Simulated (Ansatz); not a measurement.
Inside the gap of an insulator the Bloch states are evanescent, with a wavenumber k + iκ along the transport direction.

Data:

```yaml
crystal:
  lattice:
    - [4.22026, 0.00000, 0.00000]
    - [0.00000, 4.22026, 0.00000]
    - [2.11013, -2.11013, 2.98418]
  atoms:
    - { symbol: Li, position: [0.00000, 0.00000, 0.00000] }
    - { symbol: I, position: [0.50000, 0.50000, 0.00000] }
```

The cell is taken as given; by r2SCAN it stands under a pressure of 0.6 GPa.

Transport runs along the normal of the first two printed cell vectors, the (001) plane of the conventional cell.

The gap is the functional's own, uncorrected, and κ follows it; spin-orbit coupling is left out. Mid-gap means the computed energy nearest the middle.

Problem. Give the band gap and the smallest decay constant κ at mid-gap that r2SCAN (Ansatz, a quantum-chemistry and plane-wave program) yields.

Solution. Gap 5.01 eV on a 10×10×10 mesh; κ = 0.335 1/Å, at (0.500, 0.000) of the in-plane reciprocal vectors. At the zone centre the slowest state has κ = 0.35 1/Å.
